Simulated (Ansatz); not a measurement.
# MoS2 in Ansatz: settings compared

Aim: see how the results for MoS2 move with the level of theory and the settings. Levels: PBEsol, PBEsol+U. Tasks: band structure, density of states.

Everything below comes from runs of Ansatz 0.2.0. Logs are shortened: lines on timing, memory, paths and dates and some standing lists are left out, and cuts for length are marked.

### 1 Starting point

The cell holds a slab with vacuum, 3 atoms: a = 3.184 Å, b = 3.184 Å, c = 17.335 Å, α = 90.00°, β = 90.00°, γ = 120.00°.

### 2 Band structure, PBEsol

Input file input.yaml:

```yaml
crystal:
  lattice:
    - [3.1841260822, 0.0, 0.0]
    - [-1.5920630411, 2.757534076, 0.0]
    - [0.0, 0.0, 17.33459995]
  atoms:
    - { symbol: Mo, position: [0.0, 0.0, 0.0] }
    - { symbol: S, position: [0.3333333333, 0.6666666667, 0.91050702] }
    - { symbol: S, position: [0.3333333333, 0.6666666667, 0.08949298] }
kpoints:
  mp_grid: { grid: [8, 8, 2] }
  band_path:
    path:
      - [0.0, 0.0, 0.0]
      - [0.5, 0.0, 0.0]
      - [0.3333333333, 0.3333333333, 0.0]
      - [0.0, 0.0, 0.0]
      - [0.0, 0.0, 0.5]
      - [0.5, 0.0, 0.5]
      - [0.3333333333, 0.3333333333, 0.5]
      - [0.0, 0.0, 0.5]
    npoints: 8
scf:
  occupations: { method: fermi_dirac, width: 0.05 }
hamiltonian:
  xc: pbesol
  pseudopotentials: { kind: all_electron, lapw: { basis_error: 0.002 } }
output:
  forces: true
  stress: true
  eigenvalues: true
```

Potentials or basis: all-electron LAPW, scalar-relativistic.

The run is started by

```sh
$ ansatz run input.yaml --threads 2 --pin off --max-ram 8192MiB --backend cpu --events-out ev --progress --plain --runs-dir out
```

Standard output:

```text
Warning: RAYON_NUM_THREADS=2 ignored (pool sized by the plan → 2); use --threads N
LAPW: plane waves up to 7.959 Å⁻¹, error target 2.0e-3 eV per atom; small_component_spin mean_spin; S in spheres of 1.063 Å, 14 of its electrons in bands, Dirac shells []; Mo in spheres of 1.343 Å, 30 of its electrons in bands, Dirac shells [] (how accurate: hamiltonian.pseudopotentials.lapw.basis_error, Limitations)
Engine: ansatz 0.2.0, aarch64-unknown-linux-gnu
Pseudopotentials: kind: all_electron
Pseudopotential: Mo, LAPW, valence charge 30, lapw/all_electron/scalar/gaussian/Mo, Koelling and Harmon's equation, gaussian nucleus
Pseudopotential: S, LAPW, valence charge 14, lapw/all_electron/scalar/gaussian/S, Koelling and Harmon's equation, gaussian nucleus
Functional definition: PBEsol
  exchange = pbesol_x
  correlation = pbesol_c
Crystal: 3 atoms, lattice volume = 152.204 Å³
Basis set: ecut = 241.3225057015598 eV, 1273 PW (Γ), exchange–correlation at level 2
Bands: 35, of which v1, the nominal top of the filled ones, is band 29 counted from 1 (28 counted from 0)
Symmetry: 12 space group operations
Space group: P-6m2 (ITA 187), of the structure as read, at distance tolerance 5.3e-5 Å
k-points: 20 of 128 (time reversal used)
Non-local potential: Mo, projectors of the file, none
Non-local potential: S, projectors of the file, none
Initial density: superposition of atomic densities (neutral atoms: chi_scale 0, normalization atom)
Initial wavefunctions: plane waves of lowest kinetic energy (no species holds an atomic orbital)
Functional: x = pbesol(κ = 0.804, μ = 0.12345679012345678), c = pbesol(β = 0.046)
iter 1 solved again at ethr=5.14e-3 eV; its pass at ethr=1.00e-1 eV (dr2=2.98e0 eV) is discarded
SCF iter   1: F=—  HF=-131814.658668 eV  |F-HF|=—  |Δ(HF+E_count)|=         —  Δρ=3.78e-2  dr2=2.98e0  ethr=5.14e-3  ⟨swp⟩=2.1  Hψ=4485  notcnv=0
preconditioner: auto → Resta (q_TF=auto, 2.323 Å⁻¹)  ε∞=2.6  [insulator: Δε(μ)=1.886 eV  Ē_g=10.155 eV  σ=0.050 eV  W_gap=1.00  n_scr=30 (ndim 8)  ℏωp=12.8 eV  f_vac=0.642  D(μ)=0.00/eV (n_scr^D=0)  ε∞_Penn≈2.6  vacuum switching on, ρ_ref=7.5e-3 e/Å³]
SCF iter   2: F=—  HF=-131814.431058 eV  |F-HF|=—  |Δ(HF+E_count)|=   2.28e-1  Δρ=3.31e-2  dr2=6.20e0  ethr=5.14e-3  ⟨swp⟩=3.1  Hψ=2183  notcnv=0
iter 3 solved again at ethr=3.25e-4 eV; its pass at ethr=5.14e-3 eV (dr2=1.89e-1 eV) is discarded
SCF iter   3: F=—  HF=-131813.291633 eV  |F-HF|=—  |Δ(HF+E_count)|=    1.14e0  Δρ=1.08e-2  dr2=1.88e-1  ethr=3.25e-4  ⟨swp⟩=2.0  Hψ=3470  notcnv=0
SCF iter   4: F=—  HF=-131813.217623 eV  |F-HF|=—  |Δ(HF+E_count)|=         —  Δρ=2.34e-3  dr2=2.06e-2  ethr=3.24e-4  ⟨swp⟩=3.1  Hψ=2262  notcnv=0
the basis was enlarged: its passes take 1.2 MiB over the memory plan, 2 of 2 planned eigensolver slots
SCF iter   5: F=—  HF=-131813.214308 eV  |F-HF|=—  |Δ(HF+E_count)|=   3.32e-3  Δρ=9.05e-4  dr2=2.24e-3  ethr=3.55e-5  ⟨swp⟩=3.0  Hψ=2155  notcnv=0
SCF iter   6: F=—  HF=-131813.214260 eV  |F-HF|=—  |Δ(HF+E_count)|=   4.84e-5  Δρ=3.27e-4  dr2=3.08e-4  ethr=3.86e-6  ⟨swp⟩=2.1  Hψ=1969  notcnv=0
SCF iter   7: F=—  HF=-131813.214264 eV  |F-HF|=—  |Δ(HF+E_count)|=   4.38e-6  Δρ=3.54e-5  dr2=5.70e-6  ethr=5.31e-7  ⟨swp⟩=3.0  Hψ=2090  notcnv=0
SCF iter   8: F=—  HF=-131813.214267 eV  |F-HF|=—  |Δ(HF+E_count)|=   3.19e-6  Δρ=1.90e-5  dr2=1.48e-6  ethr=9.82e-9  ⟨swp⟩=3.0  Hψ=2131  notcnv=0
SCF iter   9: F=-131813.214267 eV  HF=-131813.214267 eV  |F-HF|=1.95e-8  |Δ(HF+E_count)|=   2.11e-7  Δρ=2.07e-6  dr2=9.78e-9  ethr=2.56e-9  ⟨swp⟩=3.0  Hψ=2068  notcnv=0
SCF 1 converged in 9 iterations: F = -131813.214267 eV  dr2 = 9.78e-9
NSCF: frozen V_eff on 57 k-points
SCF converged after 9 iterations
Free energy (F): -131813.214267 eV
Harris-Foulkes:  -131813.214267 eV  (|F-HF|=1.95e-8)
Internal energy: -131813.214267 eV  (E = F + TS)
E sigma→0 (E₀):  -131813.214267 eV
Fermi energy:    1.051931 eV
--- Per-component energies (eV) ---
  E_band       = -7457.835679
  E_kinetic    = 135888.365725
  E_xc         = -4672.382561
  E_electrostatic = -263029.197431  (all electrons and nuclei)
  E_smearing   = -0.000000  (= −TS)
  E_closure    = 0.000000  (closes the sum)
  E_atoms      = -131789.879735  (free atoms, spherical and without spin; not in F)
  Σ components = -131813.214267   (vs F -131813.214267, Δ=0.00e0)
  Basis errors (estimates in eV, not in F): energy 9.3e-4 per atom: plane waves 8.5e-4 (5.2e-4 summed), levels above the bands 1.1e-47, relativity 1.2e-8, radial functions 7.7e-5, core shells 2.6e-7; eigenvalues (radial functions only) 3.7e-6; not estimated: angular momenta, meshes, grids; target (lapw.basis_error) 2.0e-3; muffin-tin radii S 1.063 Å, Mo 1.343 Å
--- Forces (eV/Å), atoms counted from 1 ---
  atom   1  Mo     0.00000000     0.00000000     0.00000000
  atom   2  S     -0.00000000    -0.00000000     0.14725830
  atom   3  S      0.00000000    -0.00000000    -0.14725830
  max |Σ_I F_I| component: 5.55e-17 eV/Å
--- Stress (GPa, compression-positive) ---
       -1.478469      -0.000000       0.000000
       -0.000000      -1.478469       0.000000
        0.000000       0.000000      -0.480075
  P = ⅓ Tr σ = -1.1457 GPa (-11.457 kbar)
--- Band table (eV; the first three rows and the last of 20) ---
  k-point 0: bands = ["-375.2506", "-375.2310", "-375.2310", "-217.4136", "-217.4136", "-217.4007", "-217.3916", "-217.3916", "-204.6636", "-204.6636", "-149.7395", "-149.7395", "-149.7395", "-149.7395", "-149.6840", "-149.6840", "-60.6005", "-34.7720", "-34.5595", "-34.5595", "-13.9397", "-12.5810", "-5.4929", "-2.5124", "-2.5124", "-1.5669", "-1.3840", "-1.3840", "0.2008", "2.9278", "2.9278", "3.2213", "3.2213", "5.6246", "5.9818"]
  k-point 1: bands = ["-375.2506", "-375.2310", "-375.2310", "-217.4136", "-217.4136", "-217.4007", "-217.3916", "-217.3916", "-204.6636", "-204.6636", "-149.7395", "-149.7395", "-149.7395", "-149.7395", "-149.6839", "-149.6839", "-60.6005", "-34.7720", "-34.5595", "-34.5595", "-13.9397", "-12.5810", "-5.4929", "-2.5123", "-2.5123", "-1.5669", "-1.3840", "-1.3840", "0.2008", "2.9278", "2.9278", "3.2214", "3.2214", "5.7343", "5.7767"]
  k-point 2: bands = ["-375.2506", "-375.2310", "-375.2310", "-217.4136", "-217.4136", "-217.4007", "-217.3916", "-217.3916", "-204.6636", "-204.6636", "-149.7395", "-149.7395", "-149.7395", "-149.7395", "-149.6839", "-149.6839", "-60.5950", "-34.7609", "-34.6161", "-34.5724", "-13.7107", "-12.4897", "-5.2428", "-2.9850", "-2.4337", "-2.2737", "-1.7245", "-0.8884", "0.0529", "2.7025", "2.7160", "2.9726", "3.3078", "6.0025", "6.2797"]
  k-point 19: bands = ["-375.2506", "-375.2310", "-375.2310", "-217.4136", "-217.4136", "-217.4007", "-217.3916", "-217.3916", "-204.6636", "-204.6636", "-149.7395", "-149.7395", "-149.7395", "-149.7395", "-149.6840", "-149.6839", "-60.5588", "-34.8718", "-34.7616", "-34.6878", "-11.8339", "-11.7188", "-5.1923", "-4.8233", "-3.7634", "-3.0795", "-2.8279", "-1.8187", "-0.0059", "1.9768", "3.3478", "3.5605", "4.9226", "7.0417", "8.2936"]
```

Run time: 35 s. Hardware: 2 threads of Arm Neoverse V1, shared host; peak memory 0.39 GiB.

Results:

```
Free energy             : -131813.2143 eV
Largest force           : 0.147 eV/Å
Band gap on the k mesh  : 1.78 eV, indirect (least direct gap 1.98 eV)
Band gap along the path : 1.59 eV, indirect (least direct gap 1.66 eV)
```

Forces on the atoms (eV/Å):
```
Mo   0.000  0.000  0.000
S    0.000  0.000  0.147
S    0.000  0.000 -0.147
```

Levels at the corners of the path, in eV from the valence-band top:
| point | band 26 | band 27 | band 28 | band 29 | band 30 | band 31 | band 32 | band 33 |
| --- | --- | --- | --- | --- | --- | --- | --- | --- |
| Γ | -1.77 | -1.58 | -1.58 | 0.00 | 2.73 | 2.73 | 3.02 | 3.02 |
| M | -3.25 | -1.86 | -1.03 | -0.68 | 2.19 | 2.72 | 3.83 | 4.32 |
| K | -3.60 | -2.91 | -2.14 | -0.07 | 1.59 | 3.05 | 3.54 | 4.86 |
| Γ | -1.77 | -1.58 | -1.58 | 0.00 | 2.73 | 2.73 | 3.02 | 3.02 |
| A | -1.77 | -1.58 | -1.58 | 0.00 | 2.73 | 2.73 | 3.02 | 3.02 |
| L | -3.25 | -1.86 | -1.03 | -0.68 | 2.19 | 2.72 | 3.83 | 4.32 |
| H | -3.60 | -2.91 | -2.14 | -0.07 | 1.59 | 3.05 | 3.54 | 4.86 |
| A | -1.77 | -1.58 | -1.58 | 0.00 | 2.73 | 2.73 | 3.02 | 3.02 |

### 3 Band structure, PBEsol, spin-orbit coupling, no magnetisation

input.yaml: that of step 2 with these lines changed.

```diff
@@ -27,2 +27,5 @@
   pseudopotentials: { kind: all_electron, lapw: { basis_error: 0.002 } }
+magnetization:
+  noncollinear: true
+  spin_orbit: true
 output:
```

Potentials or basis: all-electron LAPW, relativistic spinors.

The run is started by

```sh
$ ansatz run input.yaml --threads 2 --pin off --max-ram 8192MiB --backend cpu --events-out ev --progress --plain --runs-dir out
```

Standard output:

```text
Warning: RAYON_NUM_THREADS=2 ignored (pool sized by the plan → 2); use --threads N
LAPW: plane waves up to 7.959 Å⁻¹, error target 2.0e-3 eV per atom; Dirac's equation on spinors; S in spheres of 1.063 Å, 14 of its electrons in bands; Mo in spheres of 1.343 Å, 30 of its electrons in bands (how accurate: hamiltonian.pseudopotentials.lapw.basis_error, Limitations)
[... 2 set-up lines as earlier in the session ...]
Pseudopotential: Mo, LAPW, valence charge 30, lapw/all_electron/dirac/gaussian/Mo, Dirac's equation, gaussian nucleus
Pseudopotential: S, LAPW, valence charge 14, lapw/all_electron/dirac/gaussian/S, Dirac's equation, gaussian nucleus
[... 3 set-up lines as earlier in the session ...]
non-collinear run that drives no moment, with spin-orbit: no starting moment large enough to seed its density (crystal.atoms[].spin), no starting occupations that ask for one, no magnetisation constraint and no magnetic field, so the semilocal B_xc is pinned to zero
Crystal: 3 atoms, lattice volume = 152.204 Å³
Basis set: ecut = 241.31594534484546 eV, 1273 PW (Γ), exchange–correlation at level 2
Bands: 70, of which v1, the nominal top of the filled ones, is band 58 counted from 1 (57 counted from 0)
Symmetry: 12 space group operations + 12 with time reversal
Magnetic group: BNS 187.210 (UNI 1440), of the structure as read, at distance tolerance 5.3e-5 Å
k-points: 20 of 128 (time reversal used)
[... 5 set-up lines as earlier in the session ...]
iter 1 solved again at ethr=5.12e-3 eV; its pass at ethr=1.00e-1 eV (dr2=2.97e0 eV) is discarded
SCF iter   1: F=—  HF=-131830.626038 eV  |F-HF|=—  |Δ(HF+E_count)|=         —  Δρ=3.77e-2  dr2=2.97e0  dr2_m=0.00e0 (ungated)  ethr=5.12e-3  |M|=0.00e0 ∫|m|=0.00e0 μB  β_m=0.30  ⟨swp⟩=2.1  Hψ=8970  notcnv=0
preconditioner: auto → Resta (q_TF=auto, 2.323 Å⁻¹)  ε∞=2.6  [insulator: Δε(μ)=1.862 eV  Ē_g=10.156 eV  σ=0.050 eV  W_gap=1.00  n_scr=30 (ndim 8)  ℏωp=12.8 eV  f_vac=0.642  D(μ)=0.00/eV (n_scr^D=0)  ε∞_Penn≈2.6  vacuum switching on, ρ_ref=7.5e-3 e/Å³]
spin=Noncollinear: Resta preconditioning applied to the charge; magnetization (m_x, m_y, m_z) channels mix plain (no charge-response kernel on spin).
SCF iter   2: F=—  HF=-131829.423824 eV  |F-HF|=—  |Δ(HF+E_count)|=    1.20e0  Δρ=1.45e-2  dr2=1.04e0  dr2_m=0.00e0 (ungated)  ethr=5.12e-3  |M|=0.00e0 ∫|m|=0.00e0 μB  β_m=0.29  ⟨swp⟩=3.0  Hψ=4218  notcnv=0
SCF iter   3: F=—  HF=-131829.266203 eV  |F-HF|=—  |Δ(HF+E_count)|=   1.58e-1  Δρ=1.05e-2  dr2=2.47e-1  dr2_m=0.00e0 (ungated)  ethr=1.80e-3  |M|=0.00e0 ∫|m|=0.00e0 μB  β_m=0.50  ⟨swp⟩=2.5  Hψ=4125  notcnv=0
iter 4 solved again at ethr=1.88e-5 eV; its pass at ethr=4.26e-4 eV (dr2=1.09e-2 eV) is discarded
SCF iter   4: F=—  HF=-131829.184496 eV  |F-HF|=—  |Δ(HF+E_count)|=         —  Δρ=2.39e-3  dr2=1.09e-2  dr2_m=0.00e0 (ungated)  ethr=1.88e-5  |M|=0.00e0 ∫|m|=0.00e0 μB  β_m=0.67  ⟨swp⟩=2.0  Hψ=7472  notcnv=0
the basis was enlarged: its passes take 6.6 MiB over the memory plan, 2 of 2 planned eigensolver slots
SCF iter   5: F=—  HF=-131829.184570 eV  |F-HF|=—  |Δ(HF+E_count)|=   7.42e-5  Δρ=8.54e-4  dr2=2.04e-3  dr2_m=0.00e0 (ungated)  ethr=1.87e-5  |M|=0.00e0 ∫|m|=0.00e0 μB  β_m=0.74  ⟨swp⟩=3.0  Hψ=4440  notcnv=0
SCF iter   6: F=—  HF=-131829.184357 eV  |F-HF|=—  |Δ(HF+E_count)|=   2.13e-4  Δρ=1.52e-4  dr2=9.41e-5  dr2_m=0.00e0 (ungated)  ethr=3.52e-6  |M|=0.00e0 ∫|m|=0.00e0 μB  β_m=0.80  ⟨swp⟩=2.7  Hψ=3954  notcnv=0
SCF iter   7: F=—  HF=-131829.184372 eV  |F-HF|=—  |Δ(HF+E_count)|=   1.42e-5  Δρ=5.31e-5  dr2=7.25e-6  dr2_m=0.00e0 (ungated)  ethr=1.62e-7  |M|=0.00e0 ∫|m|=0.00e0 μB  β_m=0.84  ⟨swp⟩=3.0  Hψ=4208  notcnv=0
SCF iter   8: F=—  HF=-131829.184374 eV  |F-HF|=—  |Δ(HF+E_count)|=   2.12e-6  Δρ=7.01e-6  dr2=1.35e-7  dr2_m=0.00e0 (ungated)  ethr=1.25e-8  |M|=0.00e0 ∫|m|=0.00e0 μB  β_m=0.85  ⟨swp⟩=3.0  Hψ=4212  notcnv=0
SCF iter   9: F=-131829.184374 eV  HF=-131829.184374 eV  |F-HF|=1.16e-8  |Δ(HF+E_count)|=   1.43e-7  Δρ=1.60e-6  dr2=7.07e-9  dr2_m=0.00e0 (ungated)  ethr=2.34e-10  |M|=0.00e0 ∫|m|=0.00e0 μB  ⟨swp⟩=3.0  Hψ=4285  notcnv=0
SCF 1 converged in 9 iterations: F = -131829.184374 eV  dr2 = 7.07e-9
NSCF: frozen V_eff on 57 k-points
SCF converged after 9 iterations
Magnetization: |M| = 0.0000 μB,  M = (+0.0000, +0.0000, +0.0000) μB
Absolute magnetization: 0.0000 μB (∫|m|)
  site 0: m = (+0.0000, +0.0000, +0.0000) μB, |m| = 0.0000 μB  (R = 1.34 Å)
  site 1: m = (+0.0000, +0.0000, +0.0000) μB, |m| = 0.0000 μB  (R = 1.06 Å)
  site 2: m = (+0.0000, +0.0000, +0.0000) μB, |m| = 0.0000 μB  (R = 1.06 Å)
Free energy (F): -131829.184374 eV
Harris-Foulkes:  -131829.184374 eV  (|F-HF|=1.16e-8)
Internal energy: -131829.184374 eV  (E = F + TS)
E sigma→0 (E₀):  -131829.184374 eV
Fermi energy:    1.054874 eV
--- Per-component energies (eV) ---
  E_band       = -7459.276545
  E_kinetic    = 135968.987260
  E_xc         = -4673.276526
  E_electrostatic = -263124.895108  (all electrons and nuclei)
  E_smearing   = -0.000000  (= −TS)
  E_closure    = 0.000000  (closes the sum)
  E_atoms      = -131805.833233  (free atoms, spherical and without spin; not in F)
  Σ components = -131829.184374   (vs F -131829.184374, Δ=0.00e0)
  Basis errors (estimates in eV, not in F): energy 9.2e-4 per atom: plane waves 8.5e-4 (5.2e-4 summed), levels above the bands 1.2e-47, relativity 2.1e-8, radial functions 7.7e-5, core shells 2.6e-7; eigenvalues (radial functions only) 3.7e-6; not estimated: angular momenta, meshes, grids; target (lapw.basis_error) 2.0e-3; muffin-tin radii S 1.063 Å, Mo 1.343 Å
--- Forces (eV/Å), atoms counted from 1 ---
  atom   1  Mo     0.00000000     0.00000000     0.00000000
  atom   2  S     -0.00000000    -0.00000000     0.14640547
  atom   3  S     -0.00000000    -0.00000000    -0.14640547
  max |Σ_I F_I| component: 6.94e-17 eV/Å
--- Stress (GPa, compression-positive) ---
       -1.476845       0.000000       0.000000
        0.000000      -1.476845       0.000000
        0.000000       0.000000      -0.477302
  P = ⅓ Tr σ = -1.1437 GPa (-11.437 kbar)
--- Band table (eV; the first three rows and the last of 20) ---
  k-point 0: bands = ["-387.2159", "-387.2159", "-369.6858", "-369.6858", "-369.6729", "-369.6729", "-219.3487", "-219.3487", "-219.3364", "-219.3364", "-216.0273", "-216.0273", "-216.0239", "-216.0239", "-216.0098", "-216.0098", "-204.6614", "-204.6614", "-204.6614", "-204.6614", "-150.5627", "-150.5627", "-150.5627", "-150.5627", "-149.3216", "-149.3216", "-149.3216", "-149.3216", "-149.2840", "-149.2840", "-149.2840", "-149.2840", "-60.5855", "-60.5855", "-36.3521", "-36.3521", "-33.9104", "-33.9104", "-33.7581", "-33.7581", "-13.9393", "-13.9393", "-12.5804", "-12.5804", "-5.4930", "-5.4930", "-2.5463", "-2.5463", "-2.4820", "-2.4820", "-1.5668", "-1.5668", "-1.4265", "-1.4265", "-1.3418", "-1.3418", "0.2057", "0.2057", "2.8860", "2.8860", "2.9666", "2.9666", "3.2264", "3.2264", "3.2266", "3.2266", "5.6248", "5.6248", "5.9818", "5.9818"]
  k-point 1: bands = ["-387.2159", "-387.2159", "-369.6858", "-369.6858", "-369.6729", "-369.6729", "-219.3487", "-219.3487", "-219.3364", "-219.3364", "-216.0273", "-216.0273", "-216.0239", "-216.0239", "-216.0098", "-216.0098", "-204.6614", "-204.6614", "-204.6614", "-204.6614", "-150.5627", "-150.5627", "-150.5627", "-150.5627", "-149.3216", "-149.3216", "-149.3215", "-149.3215", "-149.2840", "-149.2840", "-149.2840", "-149.2840", "-60.5855", "-60.5855", "-36.3521", "-36.3521", "-33.9104", "-33.9104", "-33.7581", "-33.7581", "-13.9393", "-13.9393", "-12.5804", "-12.5804", "-5.4930", "-5.4930", "-2.5463", "-2.5463", "-2.4820", "-2.4820", "-1.5668", "-1.5668", "-1.4265", "-1.4265", "-1.3418", "-1.3418", "0.2057", "0.2057", "2.8860", "2.8860", "2.9666", "2.9666", "3.2264", "3.2264", "3.2266", "3.2266", "5.7346", "5.7346", "5.7767", "5.7767"]
  k-point 2: bands = ["-387.2159", "-387.2159", "-369.6858", "-369.6858", "-369.6729", "-369.6729", "-219.3487", "-219.3487", "-219.3364", "-219.3364", "-216.0273", "-216.0273", "-216.0239", "-216.0239", "-216.0098", "-216.0098", "-204.6614", "-204.6614", "-204.6614", "-204.6614", "-150.5627", "-150.5627", "-150.5627", "-150.5627", "-149.3216", "-149.3216", "-149.3216", "-149.3216", "-149.2840", "-149.2840", "-149.2840", "-149.2840", "-60.5799", "-60.5799", "-36.3674", "-36.3674", "-33.9178", "-33.9178", "-33.7940", "-33.7940", "-13.7104", "-13.7104", "-12.4890", "-12.4890", "-5.2431", "-5.2431", "-2.9876", "-2.9876", "-2.4372", "-2.4372", "-2.2715", "-2.2715", "-1.7238", "-1.7238", "-0.8891", "-0.8891", "0.0567", "0.0567", "2.6786", "2.6786", "2.7394", "2.7394", "2.9752", "2.9752", "3.3142", "3.3142", "6.0027", "6.0027", "6.2797", "6.2797"]
  k-point 19: bands = ["-387.2159", "-387.2159", "-369.6858", "-369.6858", "-369.6729", "-369.6729", "-219.3487", "-219.3487", "-219.3364", "-219.3364", "-216.0273", "-216.0273", "-216.0239", "-216.0239", "-216.0098", "-216.0098", "-204.6614", "-204.6614", "-204.6614", "-204.6614", "-150.5627", "-150.5627", "-150.5627", "-150.5627", "-149.3216", "-149.3216", "-149.3216", "-149.3216", "-149.2840", "-149.2840", "-149.2840", "-149.2840", "-60.5436", "-60.5436", "-36.4842", "-36.4615", "-34.0666", "-34.0251", "-33.9378", "-33.9282", "-11.8640", "-11.8038", "-11.7203", "-11.7164", "-5.1964", "-5.1890", "-4.8411", "-4.8061", "-3.7700", "-3.7612", "-3.1034", "-3.0636", "-2.8459", "-2.8041", "-1.8243", "-1.8142", "-0.0708", "0.0616", "1.9672", "1.9854", "3.3337", "3.3485", "3.5102", "3.6383", "4.8902", "4.9639", "7.0100", "7.0705", "8.2603", "8.3254"]
```

Wall time 3 min (2 threads of Arm Neoverse V1, shared host); peak memory 0.72 GiB.

What came out:

```yaml
Free_energy: -131829.1844 eV
Largest_force: 0.146 eV/Å
Band_gap_on_the_k_mesh: 1.76 eV, indirect (least direct gap 1.91 eV)
Band_gap_along_the_path: 1.58 eV, direct
```

Forces in eV/Å, atoms in the order of the input:
```
Mo   0.000  0.000  0.000
S    0.000  0.000  0.146
S    0.000  0.000 -0.146
```

Levels at the corners of the path, in eV from the valence-band top:
```csv
point,band 54,band 55,band 56,band 57,band 58,band 59,band 60,band 61,band 62,band 63
Γ,-1.63,-1.55,-1.55,0.00,0.00,2.68,2.68,2.76,2.76,3.02
M,-1.87,-1.04,-1.04,-0.68,-0.68,2.18,2.18,2.72,2.72,3.83
K,-2.89,-2.16,-2.14,-0.15,0.00,1.58,1.58,3.03,3.06,3.47
Γ,-1.63,-1.55,-1.55,0.00,0.00,2.68,2.68,2.76,2.76,3.02
A,-1.63,-1.55,-1.55,0.00,0.00,2.68,2.68,2.76,2.76,3.02
L,-1.87,-1.04,-1.04,-0.68,-0.68,2.18,2.18,2.72,2.72,3.83
H,-2.89,-2.16,-2.14,-0.15,0.00,1.58,1.58,3.03,3.06,3.47
A,-1.63,-1.55,-1.55,0.00,0.00,2.68,2.68,2.76,2.76,3.02
```

(Part 1 of 2 ends here.)
